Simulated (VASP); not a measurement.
# FeSi2 (Linzhiite) (P4/mmm) in VASP: notebook, part 3 of 4

VASP 6.6.1. Earlier steps stand in the parts before.

## Step 24: Equation of state, r2SCAN, collinear spin, ferromagnetic start, 11.94 Å³/atom

The input, INCAR:

```
PREC     = Accurate       # precision mode
ENCUT    = 700            # plane-wave cutoff, eV
EDIFF    = 1E-6           # SCF threshold, eV
ISMEAR   = 1              # smearing method
SIGMA    = 0.15           # smearing width, eV
LREAL    = False          # projectors in reciprocal space
LASPH    = True           # aspherical terms in the spheres
NELM     = 100            # most SCF steps
ALGO     = Normal         # electronic algorithm
ISIF     = 2              # what is computed and relaxed
LWAVE    = False          # write WAVECAR
LCHARG   = False          # write CHGCAR
ISPIN    = 2              # spin polarisation
MAGMOM   = 3 0 0          # initial moments
LORBIT   = 11             # projections on sites
LMAXMIX  = 4              # l up to which the mixer works
METAGGA  = R2SCAN         # meta-GGA
LMIXTAU  = True         
ADDGRID  = False
```

The input, KPOINTS:

```
regular mesh
0
Gamma
  6 6 3
```

The input, POSCAR:

```
FeSi2
1.0
    2.6568870352      0.0000000000      0.0000000000
    0.0000000000      2.6568870352      0.0000000000
    0.0000000000      0.0000000000      5.0761984785
Fe Si
1 2
Direct
    0.0000000000      0.0000000000      0.0000000000
    0.5000000000      0.5000000000      0.7300000000
    0.5000000000      0.5000000000      0.2700000000
```

Potentials or basis: VASP PAW PBE potentials, release 64 (Fe, Si).

The run is started by

```
$ cat potpaw_PBE.64/Fe/POTCAR potpaw_PBE.64/Si/POTCAR > POTCAR
$ mpirun -np 1 vasp_std > vasp.out
```

It took 94 s on 1 thread of AMD EPYC 9R45 (Zen 5), shared host; peak memory 0.17 GiB.

These settings aren't checked as converged: the numbers below hold their error.

What came out:

* Free energy: -32.5592 eV
* Pressure: 5.9 GPa
* Largest force: 0.347 eV/Å
* Band gap on the k mesh: none (metal or under the smearing width)
* Net moment: 0.18 μB per cell
* Site moments: Fe +0.19; Si -0.00 μB
* Valence electrons inside the program's atomic spheres: Fe 7.99; Si 1.65

Caveat: the k mesh is coarse (spacing up to 0.41 Å⁻¹), so the values aren't converged; the PAW data sets were made with another functional, which shifts forces and pressure a little.

## Step 25: Equation of state, r2SCAN, collinear spin, ferromagnetic start, 12.68 Å³/atom

INCAR is that of step 24.

KPOINTS is that of step 24.

The input, POSCAR:

```
FeSi2
1.0
    2.7105759858      0.0000000000      0.0000000000
    0.0000000000      2.7105759858      0.0000000000
    0.0000000000      0.0000000000      5.1787755794
Fe Si
1 2
Direct
    0.0000000000      0.0000000000      0.0000000000
    0.5000000000      0.5000000000      0.7300000000
    0.5000000000      0.5000000000      0.2700000000
```

The run is started by

```
$ cat potpaw_PBE.64/Fe/POTCAR potpaw_PBE.64/Si/POTCAR > POTCAR
$ mpirun -np 1 vasp_std > vasp.out
```

Run time: 1.8 min. Hardware: 1 thread of AMD EPYC 9R45 (Zen 5), shared host; peak memory 0.17 GiB.

These settings aren't checked as converged: the numbers below hold their error.

Results:

```yaml
Free_energy: -32.5503 eV
Pressure: -6.5 GPa
Largest_force: 0.040 eV/Å
Band_gap_on_the_k_mesh: none (metal or under the smearing width)
Net_moment: 0.19 μB per cell
Site_moments: Fe +0.22; Si -0.01 μB
Valence_electrons_inside_the_program's_atomic_spheres: Fe 7.80; Si 1.61
```

Caveat: the k mesh is coarse (spacing up to 0.40 Å⁻¹), so the values aren't converged; the PAW data sets were made with another functional, which shifts forces and pressure a little.

## Step 26: Equation of state, r2SCAN, collinear spin, ferromagnetic start, 11.94 Å³/atom

INCAR: that of step 25 with these lines changed.

```diff
@@ -1,3 +1,3 @@
 PREC     = Accurate       # precision mode
-ENCUT    = 700            # plane-wave cutoff, eV
+ENCUT    = 300            # plane-wave cutoff, eV
 EDIFF    = 1E-6           # SCF threshold, eV
```

The input, KPOINTS:

```
regular mesh
0
Gamma
  9 9 5
```

The input, POSCAR:

```
FeSi2
1.0
    2.6568870352      0.0000000000      0.0000000000
    0.0000000000      2.6568870352      0.0000000000
    0.0000000000      0.0000000000      5.0761984785
Fe Si
1 2
Direct
    0.0000000000      0.0000000000      0.0000000000
    0.5000000000      0.5000000000      0.7300000000
    0.5000000000      0.5000000000      0.2700000000
```

The run is started by

```
$ cat potpaw_PBE.64/Fe/POTCAR potpaw_PBE.64/Si/POTCAR > POTCAR
$ mpirun -np 1 vasp_std > vasp.out
```

Run time: 62 s. Hardware: 1 thread of AMD EPYC 9R45 (Zen 5), shared host; peak memory 0.1 GiB.

These settings aren't checked as converged: the numbers below hold their error.

What came out:

```yaml
Free_energy: -32.5319 eV
Largest_force: 0.399 eV/Å
Band_gap_on_the_k_mesh: none (metal or under the smearing width)
Net_moment: 0.10 μB per cell
Site_moments: Fe +0.12; Si -0.00 μB
Valence_electrons_inside_the_program's_atomic_spheres: Fe 7.97; Si 1.66
```

Caveat: the cutoff is under 1.25 times the usual one of these potentials, so pressure, stress and relaxed cells hold a basis-set (Pulay) error; the PAW data sets were made with another functional, which shifts forces and pressure a little.

## Step 27: Equation of state, r2SCAN, collinear spin, ferromagnetic start, 12.68 Å³/atom

INCAR is that of step 26.

KPOINTS is that of step 26.

The input, POSCAR:

```
FeSi2
1.0
    2.7105759858      0.0000000000      0.0000000000
    0.0000000000      2.7105759858      0.0000000000
    0.0000000000      0.0000000000      5.1787755794
Fe Si
1 2
Direct
    0.0000000000      0.0000000000      0.0000000000
    0.5000000000      0.5000000000      0.7300000000
    0.5000000000      0.5000000000      0.2700000000
```

Potentials or basis: VASP PAW PBE potentials, release 64 (Fe, Si).

The run is started by

```
$ cat potpaw_PBE.64/Fe/POTCAR potpaw_PBE.64/Si/POTCAR > POTCAR
$ mpirun -np 1 vasp_std > vasp.out
```

Wall time 57 s (1 thread of AMD EPYC 9R45 (Zen 5), shared host); peak memory 0.11 GiB.

The run converged, but some of its settings lie outside the range that counts as converged, so its numbers aren't taken as properties of the crystal.

What came out:

| Item | Value |
| --- | --- |
| Free energy | -32.5226 eV |
| Largest force | 0.063 eV/Å |
| Band gap on the k mesh | none (metal or under the smearing width) |
| Net moment | 0.13 μB per cell |
| Site moments | Fe +0.15; Si -0.01 μB |
| Valence electrons inside the program's atomic spheres | Fe 7.79; Si 1.61 |

Caveat: the cutoff is under 1.25 times the usual one of these potentials, so pressure, stress and relaxed cells hold a basis-set (Pulay) error; the PAW data sets were made with another functional, which shifts forces and pressure a little.

## Step 28: Equation of state, r2SCAN, collinear spin, ferromagnetic start, 11.94 Å³/atom

INCAR: that of step 27 with these lines changed.

```diff
@@ -1,3 +1,3 @@
 PREC     = Accurate       # precision mode
-ENCUT    = 300            # plane-wave cutoff, eV
+ENCUT    = 550            # plane-wave cutoff, eV
 EDIFF    = 1E-6           # SCF threshold, eV
```

The input, KPOINTS:

```
regular mesh
0
Gamma
  7 7 4
```

The input, POSCAR:

```
FeSi2
1.0
    2.6568870352      0.0000000000      0.0000000000
    0.0000000000      2.6568870352      0.0000000000
    0.0000000000      0.0000000000      5.0761984785
Fe Si
1 2
Direct
    0.0000000000      0.0000000000      0.0000000000
    0.5000000000      0.5000000000      0.7300000000
    0.5000000000      0.5000000000      0.2700000000
```

The run is started by

```
$ cat potpaw_PBE.64/Fe/POTCAR potpaw_PBE.64/Si/POTCAR > POTCAR
$ mpirun -np 1 vasp_std > vasp.out
```

Wall time 89 s (1 thread of AMD EPYC 9R45 (Zen 5), shared host); peak memory 0.14 GiB.

These settings aren't checked as converged: the numbers below hold their error.

Results:

```
Free energy                                           : -32.5391 eV
Pressure                                              : 6.0 GPa
Largest force                                         : 0.313 eV/Å
Band gap on the k mesh                                : none (metal or under the smearing width)
Net moment                                            : 0.21 μB per cell
Site moments                                          : Fe +0.24; Si -0.01 μB
Valence electrons inside the program's atomic spheres : Fe 7.99; Si 1.66
```

Caveat: the PAW data sets were made with another functional, which shifts forces and pressure a little.

## Step 29: Equation of state, r2SCAN, collinear spin, ferromagnetic start, 12.68 Å³/atom

INCAR is that of step 28.

KPOINTS is that of step 28.

The input, POSCAR:

```
FeSi2
1.0
    2.7105759858      0.0000000000      0.0000000000
    0.0000000000      2.7105759858      0.0000000000
    0.0000000000      0.0000000000      5.1787755794
Fe Si
1 2
Direct
    0.0000000000      0.0000000000      0.0000000000
    0.5000000000      0.5000000000      0.7300000000
    0.5000000000      0.5000000000      0.2700000000
```

The run is started by

```
$ cat potpaw_PBE.64/Fe/POTCAR potpaw_PBE.64/Si/POTCAR > POTCAR
$ mpirun -np 1 vasp_std > vasp.out
```

Run time: 2 min. Hardware: 1 thread of AMD EPYC 9R45 (Zen 5), shared host; peak memory 0.16 GiB.

These settings aren't checked as converged: the numbers below hold their error.

What came out:

```
Free energy                                           : -32.5329 eV
Pressure                                              : -6.3 GPa
Largest force                                         : 0.015 eV/Å
Band gap on the k mesh                                : none (metal or under the smearing width)
Net moment                                            : 0.21 μB per cell
Site moments                                          : Fe +0.25; Si -0.01 μB
Valence electrons inside the program's atomic spheres : Fe 7.80; Si 1.61
```

Caveat: the PAW data sets were made with another functional, which shifts forces and pressure a little.

## Step 30: Equation of state, r2SCAN, collinear spin, ferromagnetic start, 11.94 Å³/atom

INCAR: that of step 29 with these lines changed.

```diff
@@ -1,3 +1,3 @@
 PREC     = Accurate       # precision mode
-ENCUT    = 550            # plane-wave cutoff, eV
+ENCUT    = 350            # plane-wave cutoff, eV
 EDIFF    = 1E-6           # SCF threshold, eV
```

The input, KPOINTS:

```
regular mesh
0
Gamma
  9 9 5
```

The input, POSCAR:

```
FeSi2
1.0
    2.6568870352      0.0000000000      0.0000000000
    0.0000000000      2.6568870352      0.0000000000
    0.0000000000      0.0000000000      5.0761984785
Fe Si
1 2
Direct
    0.0000000000      0.0000000000      0.0000000000
    0.5000000000      0.5000000000      0.7300000000
    0.5000000000      0.5000000000      0.2700000000
```

Potentials or basis: VASP PAW PBE potentials, release 64 (Fe, Si).

The run is started by

```
$ cat potpaw_PBE.64/Fe/POTCAR potpaw_PBE.64/Si/POTCAR > POTCAR
$ mpirun -np 1 vasp_std > vasp.out
```

It took 52 s on 1 thread of AMD EPYC 9R45 (Zen 5), shared host; peak memory 0.11 GiB.

The run converged, but some of its settings lie outside the range that counts as converged, so its numbers aren't taken as properties of the crystal.

What came out:

```yaml
Free_energy: -32.5415 eV
Pressure: 5.3 GPa
Largest_force: 0.397 eV/Å
Band_gap_on_the_k_mesh: none (metal or under the smearing width)
Net_moment: 0.10 μB per cell
Site_moments: Fe +0.12; Si -0.00 μB
Valence_electrons_inside_the_program's_atomic_spheres: Fe 7.98; Si 1.65
```

Caveat: the PAW data sets were made with another functional, which shifts forces and pressure a little.

## Step 31: Equation of state, r2SCAN, collinear spin, ferromagnetic start, 12.68 Å³/atom

INCAR is that of step 30.

KPOINTS is that of step 30.

The input, POSCAR:

```
FeSi2
1.0
    2.7105759858      0.0000000000      0.0000000000
    0.0000000000      2.7105759858      0.0000000000
    0.0000000000      0.0000000000      5.1787755794
Fe Si
1 2
Direct
    0.0000000000      0.0000000000      0.0000000000
    0.5000000000      0.5000000000      0.7300000000
    0.5000000000      0.5000000000      0.2700000000
```

The run is started by

```
$ cat potpaw_PBE.64/Fe/POTCAR potpaw_PBE.64/Si/POTCAR > POTCAR
$ mpirun -np 1 vasp_std > vasp.out
```

It took 70 s on 1 thread of AMD EPYC 9R45 (Zen 5), shared host; peak memory 0.12 GiB.

These settings aren't checked as converged: the numbers below hold their error.

Results:

| Quantity | Value |
| --- | --- |
| Free energy | -32.5308 eV |
| Pressure | -6.8 GPa |
| Largest force | 0.061 eV/Å |
| Band gap on the k mesh | none (metal or under the smearing width) |
| Net moment | 0.13 μB per cell |
| Site moments | Fe +0.15; Si -0.00 μB |
| Valence electrons inside the program's atomic spheres | Fe 7.79; Si 1.61 |

Caveat: the PAW data sets were made with another functional, which shifts forces and pressure a little.

## Step 32: Equation of state, r2SCAN, collinear spin, ferromagnetic start, 11.94 Å³/atom

INCAR: that of step 31 with these lines changed.

```diff
@@ -1,3 +1,3 @@
 PREC     = Accurate       # precision mode
-ENCUT    = 350            # plane-wave cutoff, eV
+ENCUT    = 250            # plane-wave cutoff, eV
 EDIFF    = 1E-6           # SCF threshold, eV
```

The input, KPOINTS:

```
regular mesh
0
Gamma
  11 11 6
```

The input, POSCAR:

```
FeSi2
1.0
    2.6568870352      0.0000000000      0.0000000000
    0.0000000000      2.6568870352      0.0000000000
    0.0000000000      0.0000000000      5.0761984785
Fe Si
1 2
Direct
    0.0000000000      0.0000000000      0.0000000000
    0.5000000000      0.5000000000      0.7300000000
    0.5000000000      0.5000000000      0.2700000000
```

The run is started by

```
$ cat potpaw_PBE.64/Fe/POTCAR potpaw_PBE.64/Si/POTCAR > POTCAR
$ mpirun -np 1 vasp_std > vasp.out
```

It took 70 s on 1 thread of AMD EPYC 9R45 (Zen 5), shared host; peak memory 0.11 GiB.

The run converged, but a check on its numbers failed (symmetry, net force, bounds or a known fault of this set-up), so they aren't taken as properties of the crystal.

Caveat: the cutoff lies under the usual one of these potentials, so the numbers hold a large basis-set error; the PAW data sets were made with another functional, which shifts forces and pressure a little.

## Step 33: Equation of state, r2SCAN, collinear spin, ferromagnetic start, 12.68 Å³/atom

INCAR is that of step 32.

KPOINTS is that of step 32.

The input, POSCAR:

```
FeSi2
1.0
    2.7105759858      0.0000000000      0.0000000000
    0.0000000000      2.7105759858      0.0000000000
    0.0000000000      0.0000000000      5.1787755794
Fe Si
1 2
Direct
    0.0000000000      0.0000000000      0.0000000000
    0.5000000000      0.5000000000      0.7300000000
    0.5000000000      0.5000000000      0.2700000000
```

Potentials or basis: VASP PAW PBE potentials, release 64 (Fe, Si).

The run is started by

```
$ cat potpaw_PBE.64/Fe/POTCAR potpaw_PBE.64/Si/POTCAR > POTCAR
$ mpirun -np 1 vasp_std > vasp.out
```

Run time: 78 s. Hardware: 1 thread of AMD EPYC 9R45 (Zen 5), shared host; peak memory 0.11 GiB.

The run converged, but a check on its numbers failed (symmetry, net force, bounds or a known fault of this set-up), so they aren't taken as properties of the crystal.

Caveat: the cutoff lies under the usual one of these potentials, so the numbers hold a large basis-set error; the PAW data sets were made with another functional, which shifts forces and pressure a little.

## Step 34: Equation of state, r2SCAN, collinear spin, ferromagnetic start, 11.94 Å³/atom

INCAR: that of step 33 with these lines changed.

```diff
@@ -1,3 +1,3 @@
 PREC     = Accurate       # precision mode
-ENCUT    = 250            # plane-wave cutoff, eV
+ENCUT    = 700            # plane-wave cutoff, eV
 EDIFF    = 1E-6           # SCF threshold, eV
```

The input, KPOINTS:

```
regular mesh
0
Gamma
  7 7 4
```

The input, POSCAR:

```
FeSi2
1.0
    2.6568870352      0.0000000000      0.0000000000
    0.0000000000      2.6568870352      0.0000000000
    0.0000000000      0.0000000000      5.0761984785
Fe Si
1 2
Direct
    0.0000000000      0.0000000000      0.0000000000
    0.5000000000      0.5000000000      0.7300000000
    0.5000000000      0.5000000000      0.2700000000
```

The run is started by

```
$ cat potpaw_PBE.64/Fe/POTCAR potpaw_PBE.64/Si/POTCAR > POTCAR
$ mpirun -np 1 vasp_std > vasp.out
```

Wall time 1.9 min (1 thread of AMD EPYC 9R45 (Zen 5), shared host); peak memory 0.18 GiB.

These settings aren't checked as converged: the numbers below hold their error.

What came out:

```yaml
Free_energy: -32.5403 eV
Pressure: 6.0 GPa
Largest_force: 0.312 eV/Å
Band_gap_on_the_k_mesh: none (metal or under the smearing width)
Net_moment: 0.21 μB per cell
Site_moments: Fe +0.24; Si -0.01 μB
Valence_electrons_inside_the_program's_atomic_spheres: Fe 7.99; Si 1.66
```

Caveat: the PAW data sets were made with another functional, which shifts forces and pressure a little.

## Step 35: Equation of state, r2SCAN, collinear spin, ferromagnetic start, 12.68 Å³/atom

INCAR is that of step 34.

KPOINTS is that of step 34.

The input, POSCAR:

```
FeSi2
1.0
    2.7105759858      0.0000000000      0.0000000000
    0.0000000000      2.7105759858      0.0000000000
    0.0000000000      0.0000000000      5.1787755794
Fe Si
1 2
Direct
    0.0000000000      0.0000000000      0.0000000000
    0.5000000000      0.5000000000      0.7300000000
    0.5000000000      0.5000000000      0.2700000000
```

The run is started by

```
$ cat potpaw_PBE.64/Fe/POTCAR potpaw_PBE.64/Si/POTCAR > POTCAR
$ mpirun -np 1 vasp_std > vasp.out
```

It took 2 min on 1 thread of AMD EPYC 9R45 (Zen 5), shared host; peak memory 0.19 GiB.

These settings aren't checked as converged: the numbers below hold their error.

What came out:

```
Free energy                                           : -32.5339 eV
Pressure                                              : -6.3 GPa
Largest force                                         : 0.014 eV/Å
Band gap on the k mesh                                : none (metal or under the smearing width)
Net moment                                            : 0.21 μB per cell
Site moments                                          : Fe +0.25; Si -0.01 μB
Valence electrons inside the program's atomic spheres : Fe 7.80; Si 1.61
```

Caveat: the PAW data sets were made with another functional, which shifts forces and pressure a little.

## Step 36: Equation of state, r2SCAN, collinear spin, ferromagnetic start, 11.94 Å³/atom

INCAR: that of step 35 with these lines changed.

```diff
@@ -1,3 +1,3 @@
 PREC     = Accurate       # precision mode
-ENCUT    = 700            # plane-wave cutoff, eV
+ENCUT    = 300            # plane-wave cutoff, eV
 EDIFF    = 1E-6           # SCF threshold, eV
```

The input, KPOINTS:

```
regular mesh
0
Gamma
  11 11 6
```

The input, POSCAR:

```
FeSi2
1.0
    2.6568870352      0.0000000000      0.0000000000
    0.0000000000      2.6568870352      0.0000000000
    0.0000000000      0.0000000000      5.0761984785
Fe Si
1 2
Direct
    0.0000000000      0.0000000000      0.0000000000
    0.5000000000      0.5000000000      0.7300000000
    0.5000000000      0.5000000000      0.2700000000
```

Potentials or basis: VASP PAW PBE potentials, release 64 (Fe, Si).

The run is started by

```
$ cat potpaw_PBE.64/Fe/POTCAR potpaw_PBE.64/Si/POTCAR > POTCAR
$ mpirun -np 1 vasp_std > vasp.out
```

Run time: 94 s. Hardware: 1 thread of AMD EPYC 9R45 (Zen 5), shared host; peak memory 0.12 GiB.

These settings aren't checked as converged: the numbers below hold their error.

What came out:

```
Free energy                                           : -32.5300 eV
Largest force                                         : 0.324 eV/Å
Band gap on the k mesh                                : none (metal or under the smearing width)
Net moment                                            : 0.18 μB per cell
Site moments                                          : Fe +0.20; Si -0.01 μB
Valence electrons inside the program's atomic spheres : Fe 7.97; Si 1.66
```

Caveat: the cutoff is under 1.25 times the usual one of these potentials, so pressure, stress and relaxed cells hold a basis-set (Pulay) error; the PAW data sets were made with another functional, which shifts forces and pressure a little.

## Step 37: Equation of state, r2SCAN, collinear spin, ferromagnetic start, 12.68 Å³/atom

INCAR is that of step 36.

KPOINTS is that of step 36.

The input, POSCAR:

```
FeSi2
1.0
    2.7105759858      0.0000000000      0.0000000000
    0.0000000000      2.7105759858      0.0000000000
    0.0000000000      0.0000000000      5.1787755794
Fe Si
1 2
Direct
    0.0000000000      0.0000000000      0.0000000000
    0.5000000000      0.5000000000      0.7300000000
    0.5000000000      0.5000000000      0.2700000000
```

The run is started by

```
$ cat potpaw_PBE.64/Fe/POTCAR potpaw_PBE.64/Si/POTCAR > POTCAR
$ mpirun -np 1 vasp_std > vasp.out
```

Wall time 94 s (1 thread of AMD EPYC 9R45 (Zen 5), shared host); peak memory 0.12 GiB.

These settings aren't checked as converged: the numbers below hold their error.

Results:

```yaml
Free_energy: -32.5243 eV
Largest_force: 0.016 eV/Å
Band_gap_on_the_k_mesh: none (metal or under the smearing width)
Net_moment: 0.18 μB per cell
Site_moments: Fe +0.22; Si -0.01 μB
Valence_electrons_inside_the_program's_atomic_spheres: Fe 7.79; Si 1.62
```

Caveat: the cutoff is under 1.25 times the usual one of these potentials, so pressure, stress and relaxed cells hold a basis-set (Pulay) error; the PAW data sets were made with another functional, which shifts forces and pressure a little.

[end of part 3 of 4]
